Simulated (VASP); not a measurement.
# Pb (Fm-3m) in VASP: settings compared

The runs below take Pb through single point, with PBEsol, PBE, LDA.

All numbers are computed with VASP 6.6.1; they aren't measurements. Logs are shortened: lines on timing, memory, paths and dates and some standing lists are left out, and cuts for length are marked.

## (1) The structure

It takes space group Fm-3m (No. 225, cubic). The conventional cell has a = 4.930 Å, b = 4.930 Å, c = 4.930 Å, α = 90.00°, β = 90.00°, γ = 90.00°. Around Pb (site symmetry m-3m) lie 12 Pb at 3.49 Å.

The cell was built by a generator and needn't be a form met in nature.

## (2) Single point, PBEsol

Input file INCAR:

```
PREC = Accurate
ENCUT = 320
EDIFF = 1E-6
ISMEAR = -1
SIGMA = 0.05
LREAL = F
LASPH = T
NELM = 100
ALGO = Normal
ISIF = 2
LWAVE = F
LCHARG = F
GGA = PS
NBANDS = 246
```

Input file KPOINTS:

```
Automatic mesh
0
Gamma
  5 5 5
```

Input file POSCAR:

```
Pb
1.0
    9.8600000000      0.0000000000      0.0000000000
    0.0000000000      9.8600000000      0.0000000000
    0.0000000000      0.0000000000      9.8600000000
Pb
32
Direct
    0.0000000000      0.0000000000      0.0000000000
    0.0000000000      0.0000000000      0.5000000000
    0.0000000000      0.5000000000      0.0000000000
    0.0000000000      0.5000000000      0.5000000000
    0.5000000000      0.0000000000      0.0000000000
    0.5000000000      0.0000000000      0.5000000000
    0.5000000000      0.5000000000      0.0000000000
    0.5000000000      0.5000000000      0.5000000000
    0.0000000000      0.2500000000      0.2500000000
    0.0000000000      0.2500000000      0.7500000000
    0.0000000000      0.7500000000      0.2500000000
    0.0000000000      0.7500000000      0.7500000000
    0.5000000000      0.2500000000      0.2500000000
    0.5000000000      0.2500000000      0.7500000000
    0.5000000000      0.7500000000      0.2500000000
    0.5000000000      0.7500000000      0.7500000000
    0.2500000000      0.0000000000      0.2500000000
    0.2500000000      0.0000000000      0.7500000000
    0.2500000000      0.5000000000      0.2500000000
    0.2500000000      0.5000000000      0.7500000000
    0.7500000000      0.0000000000      0.2500000000
    0.7500000000      0.0000000000      0.7500000000
    0.7500000000      0.5000000000      0.2500000000
    0.7500000000      0.5000000000      0.7500000000
    0.2500000000      0.2500000000      0.0000000000
    0.2500000000      0.2500000000      0.5000000000
    0.2500000000      0.7500000000      0.0000000000
    0.2500000000      0.7500000000      0.5000000000
    0.7500000000      0.2500000000      0.0000000000
    0.7500000000      0.2500000000      0.5000000000
    0.7500000000      0.7500000000      0.0000000000
    0.7500000000      0.7500000000      0.5000000000
```

Potentials or basis: VASP PAW PBE potentials, release 64 (Pb_d).

Started as:

```
$ cat potpaw_PBE.64/Pb_d/POTCAR > POTCAR
$ mpirun -np 1 vasp_std > vasp.out
```

OUTCAR:

```text
PREC = Accurate
   ENCUT = 320
   EDIFF = 1E-6
   ISMEAR = -1
   LREAL = F
   LASPH = T
   NELM = 100
   ISIF = 2
   GGA = PS

 ion  position               nearest neighbor table
   1  0.000  0.000  0.000-   9 3.49  10 3.49  11 3.49  12 3.49  17 3.49  18 3.49  21 3.49  22 3.49
                            25 3.49  27 3.49  29 3.49  31 3.49
   2  0.000  0.000  0.500-   9 3.49  10 3.49  11 3.49  12 3.49  17 3.49  18 3.49  21 3.49  22 3.49
                            26 3.49  28 3.49  30 3.49  32 3.49
   3  0.000  0.500  0.000-   9 3.49  10 3.49  11 3.49  12 3.49  19 3.49  20 3.49  23 3.49  24 3.49
                            25 3.49  27 3.49  29 3.49  31 3.49
   4  0.000  0.500  0.500-   9 3.49  10 3.49  11 3.49  12 3.49  19 3.49  20 3.49  23 3.49  24 3.49
                            26 3.49  28 3.49  30 3.49  32 3.49
   5  0.500  0.000  0.000-  13 3.49  14 3.49  15 3.49  16 3.49  17 3.49  18 3.49  21 3.49  22 3.49
                            25 3.49  27 3.49  29 3.49  31 3.49
   6  0.500  0.000  0.500-  13 3.49  14 3.49  15 3.49  16 3.49  17 3.49  18 3.49  21 3.49  22 3.49
                            26 3.49  28 3.49  30 3.49  32 3.49
   7  0.500  0.500  0.000-  13 3.49  14 3.49  15 3.49  16 3.49  19 3.49  20 3.49  23 3.49  24 3.49
                            25 3.49  27 3.49  29 3.49  31 3.49
   8  0.500  0.500  0.500-  13 3.49  14 3.49  15 3.49  16 3.49  19 3.49  20 3.49  23 3.49  24 3.49
                            26 3.49  28 3.49  30 3.49  32 3.49
   9  0.000  0.250  0.250-   1 3.49   2 3.49   3 3.49   4 3.49  17 3.49  19 3.49  21 3.49  23 3.49
[... 33 lines left out ...]
  26  0.250  0.250  0.500-   2 3.49   4 3.49   6 3.49   8 3.49   9 3.49  10 3.49  13 3.49  14 3.49
                            17 3.49  18 3.49  19 3.49  20 3.49
  27  0.250  0.750  0.000-   1 3.49   3 3.49   5 3.49   7 3.49  11 3.49  12 3.49  15 3.49  16 3.49
                            17 3.49  18 3.49  19 3.49  20 3.49
  28  0.250  0.750  0.500-   2 3.49   4 3.49   6 3.49   8 3.49  11 3.49  12 3.49  15 3.49  16 3.49
                            17 3.49  18 3.49  19 3.49  20 3.49
  29  0.750  0.250  0.000-   1 3.49   3 3.49   5 3.49   7 3.49   9 3.49  10 3.49  13 3.49  14 3.49
                            21 3.49  22 3.49  23 3.49  24 3.49
  30  0.750  0.250  0.500-   2 3.49   4 3.49   6 3.49   8 3.49   9 3.49  10 3.49  13 3.49  14 3.49
                            21 3.49  22 3.49  23 3.49  24 3.49
  31  0.750  0.750  0.000-   1 3.49   3 3.49   5 3.49   7 3.49  11 3.49  12 3.49  15 3.49  16 3.49
                            21 3.49  22 3.49  23 3.49  24 3.49
  32  0.750  0.750  0.500-   2 3.49   4 3.49   6 3.49   8 3.49  11 3.49  12 3.49  15 3.49  16 3.49
                            21 3.49  22 3.49  23 3.49  24 3.49

  LATTYP: Found a simple cubic cell.
 ALAT       =     9.8600000000

  Lattice vectors:

 A1 = (   9.8600000000,   0.0000000000,   0.0000000000)
 A2 = (   0.0000000000,   9.8600000000,   0.0000000000)
 A3 = (   0.0000000000,   0.0000000000,   9.8600000000)

Analysis of symmetry for initial positions (statically):
=====================================================================
 Subroutine PRICEL returns following result:

  LATTYP: Found a face centered cubic cell.
 ALAT       =     4.9300000000

  Lattice vectors:

 A1 = (   2.4650000000,  -2.4650000000,   0.0000000000)
 A2 = (   2.4650000000,   0.0000000000,   2.4650000000)
 A3 = (   0.0000000000,  -2.4650000000,   2.4650000000)

  32 primitive cells build up your supercell.

 Routine SETGRP: Setting up the symmetry group for a
 simple cubic supercell.

 Subroutine GETGRP returns: Found 48 space group operations
 (whereof 48 operations were pure point group operations)
 out of a pool of 48 trial point group operations.

The static configuration has the point symmetry O_h .

Analysis of symmetry for dynamics (positions and initial velocities):
=====================================================================
 Subroutine PRICEL returns following result:

  LATTYP: Found a face centered cubic cell.
 ALAT       =     4.9300000000

  Lattice vectors:

 A1 = (   2.4650000000,  -2.4650000000,   0.0000000000)
 A2 = (   2.4650000000,   0.0000000000,   2.4650000000)
 A3 = (   0.0000000000,  -2.4650000000,   2.4650000000)

  32 primitive cells build up your supercell.

 Routine SETGRP: Setting up the symmetry group for a
 simple cubic supercell.

 Subroutine GETGRP returns: Found 48 space group operations
 (whereof 48 operations were pure point group operations)
 out of a pool of 48 trial point group operations.

[... 28 lines left out ...]

 KPOINTS: Automatic mesh

Automatic generation of k-mesh.
 Grid dimensions read from file:
 generate k-points for:    5    5    5

 Generating k-lattice:

  Cartesian coordinates                     Fractional coordinates (reciprocal lattice)
     0.020283976  0.000000000  0.000000000     0.200000000  0.000000000  0.000000000
     0.000000000  0.020283976  0.000000000     0.000000000  0.200000000  0.000000000
     0.000000000  0.000000000  0.020283976     0.000000000  0.000000000  0.200000000

  Length of vectors
     0.020283976  0.020283976  0.020283976

  Shift w.r.t. Gamma in fractional coordinates (k-lattice)
     0.000000000  0.000000000  0.000000000

 Subroutine IBZKPT returns following result:
 ===========================================

 Found     10 irreducible k-points:

 Following reciprocal coordinates:
            Coordinates               Weight
  0.000000  0.000000  0.000000      1.000000
  0.200000  0.000000  0.000000      6.000000
  0.400000  0.000000  0.000000      6.000000
  0.200000  0.200000  0.000000     12.000000
  0.400000  0.200000  0.000000     24.000000
  0.400000  0.400000  0.000000     12.000000
  0.200000  0.200000  0.200000      8.000000
  0.400000  0.200000  0.200000     24.000000
  0.400000  0.400000  0.200000     24.000000
  0.400000  0.400000  0.400000      8.000000
   k-points           NKPTS =     10   k-points in BZ     NKDIM =     10   number of bands    NBANDS=    246
   number of dos      NEDOS =    301   number of ions     NIONS =     32
   total plane-waves  NPLWV = 216000
   dimension x,y,z NGX =    60 NGY =   60 NGZ =   60
   dimension x,y,z NGXF=   120 NGYF=  120 NGZF=  120
   ions per type =              32
   NGX,Y,Z   is equivalent  to a cutoff of  10.12, 10.12, 10.12 a.u.
   NGXF,Y,Z  is equivalent  to a cutoff of  20.23, 20.23, 20.23 a.u.
 SYSTEM =  unknown system
   PREC   = accura    normal or accurate (medium, high low for compatibility)
   ISTART =      0    job   : 0-new  1-cont  2-samecut
   ICHARG =      2    charge: 1-file 2-atom 10-const
   ISPIN  =      1    spin polarized calculation?
   LNONCOLLINEAR =      F non collinear calculations
   LSORBIT =      F    spin-orbit coupling
   LASPH  =      T    aspherical Exc in radial PAW
   ENCUT  =  320.0 eV  23.52 Ry    4.85 a.u.  14.38 14.38 14.38*2*pi/ulx,y,z
   NELM   =    100;   NELMIN=  2; NELMDL= -5     # of ELM steps
   EDIFF  = 0.1E-05   stopping-criterion for ELM
   LREAL  =      F    real-space projection
   EDIFFG = 0.1E-04   stopping-criterion for IOM
   NSW    =      0    number of steps for IOM
   IBRION =     -1    ionic relax: 0-MD 1-quasi-New 2-CG
   NFREE  =      0    steps in history (QN), initial steepest desc. (CG)
   ISIF   =      2    stress and relaxation
   ISYM   =      2    0-nonsym 1-usesym 2-fastsym
   POTIM  = 0.5000    time-step for ionic-motion
   TEBEG  =    0.0;   TEEND  =   0.0 temperature during run
   PSTRESS=    0.0 pullay stress
   NELECT =     448.0000    total number of electrons
   NUPDOWN=      -1.0000    fix difference up-down
   EMIN   =  10.00;   EMAX   =-10.00  energy-range for DOS
   EFERMI =   0.00;   METHOD = LEGACY
   ISMEAR =    -1;   SIGMA  =   0.05  broadening in eV -4-tet -1-fermi 0-gaus
   EFERMI_NEDOS =   21; number of points for ismear=-14 and -15
   IALGO  =     38    algorithm
   IMIX   =      4    mixing-type and parameters
     AMIX     =   0.40;   BMIX     =  1.00
     AMIX_MAG =   1.60;   BMIX_MAG =  1.00
  volume/ion in A,a.u.               =      29.96       202.15
  Fermi-wavevector in a.u.,A,eV,Ry     =   1.270449  2.400801 21.960358  1.614041
  Thomas-Fermi vector in A             =   2.403436
   LORBIT       =      0    0 simple, 1 ext, 2 COOP (PROOUT), +10 PAW based schemes
   GGA     = PS    functional components
   LHFCALC =     F    Hartree Fock is set to
   AEXX    =    0.0000 exact exchange contribution
   IVDW    =     0    specifies the selected vdW correction
   LEPSILON=     F    determine dielectric tensor
   LRPA    =     F    only Hartree local field effects (RPA)
 non-spin polarized calculation
  energy-cutoff  :      320.00
  volume of cell :      958.59
 maximum number of plane-waves:     12533
 NGX is ok and might be reduce to    60
   NGX = 29   NGY = 29   NGZ = 29

 number of electron     448.0000137 magnetization

 Free energy of the ion-electron system (eV)
  ---------------------------------------------------
  ext. energy  EPLUGINS =         0.00000000
  ---------------------------------------------------
  free energy    TOTEN  =      -128.25165547 eV

  energy without entropy =     -128.15330632  energy(sigma->0) =     -128.20248090

 E-fermi :   7.3220     XC(G=0): -10.4000

 val. band max:        7.3011225602   @ k =   0.4000   0.2000   0.0000
 cond. band min:       7.3826073181   @ k =   0.4000   0.2000   0.0000
 fundamental gap:      0.0814847579
 Fermi energy:         7.3219766472

 k-point     1 :       0.0000    0.0000    0.0000
  band No.  band energies     occupation
      1      -9.9211      2.00000
      2      -9.9211      2.00000
      3      -9.9211      2.00000
      4      -9.8348      2.00000
      5      -9.8348      2.00000
      6      -9.8348      2.00000
[... 2379 lines left out ...]
    235       8.5219      0.00000
    236       8.8424      0.00000
 [bands above 236 left out]

------------------------ aborting loop because EDIFF is reached ----------------------------------------

  FORCE on cell =-STRESS in cart. coord.  units (eV):
  Direction    XX          YY          ZZ          XY          YZ          ZX
  --------------------------------------------------------------------------------------
  -------------------------------------------------------------------------------------
  Total       -4.3749093     -4.3749093     -4.3749093      0.0000000      0.0000000      0.0000000
  in kB       -7.3122140     -7.3122140     -7.3122140      0.0000000      0.0000000      0.0000000
  external PRESSURE =      -7.3122140 kB  Pullay stress =       0.0000000 kB

 VOLUME and BASIS-vectors are now :
 -----------------------------------------------------------------------------
  energy-cutoff  :      320.00
  volume of cell :      958.59
      direct lattice vectors                 reciprocal lattice vectors
     9.860000000  0.000000000  0.000000000     0.101419878  0.000000000  0.000000000
     0.000000000  9.860000000  0.000000000     0.000000000  0.101419878  0.000000000
     0.000000000  0.000000000  9.860000000     0.000000000  0.000000000  0.101419878

 POSITION                                       TOTAL-FORCE (eV/Angst)
 -----------------------------------------------------------------------------------
      0.00000      0.00000      0.00000        -0.000000      0.000000     -0.000000
      0.00000      0.00000      4.93000         0.000000      0.000000     -0.000000
      0.00000      4.93000      0.00000         0.000000     -0.000000     -0.000000
      0.00000      4.93000      4.93000        -0.000000      0.000000      0.000000
      4.93000      0.00000      0.00000         0.000000      0.000000     -0.000000
      4.93000      0.00000      4.93000        -0.000000     -0.000000      0.000000
[... 24 lines left out ...]
      7.39500      7.39500      0.00000         0.000000      0.000000      0.000000
      7.39500      7.39500      4.93000        -0.000000      0.000000     -0.000000
 -----------------------------------------------------------------------------------
    total drift:                                0.000000      0.000000     -0.000000

  FREE ENERGIE OF THE ION-ELECTRON SYSTEM (eV)
  ---------------------------------------------------
  free  energy   TOTEN  =      -128.2516554695 eV

  energy  without entropy=     -128.1533063240  energy(sigma->0) =     -128.20248090
```

Run time: 40 min. Hardware: 1 thread of Intel Xeon Platinum 8559C (Emerald Rapids), shared host; peak memory 0.94 GiB.

Results:

- Free energy: -128.2517 eV
- Pressure: -0.7 GPa
- Band gap on the k mesh: none (metal or under the smearing width)

Caveat: the PAW data sets were made with another functional, which shifts forces and pressure a little.

[end of part 1 of 2]
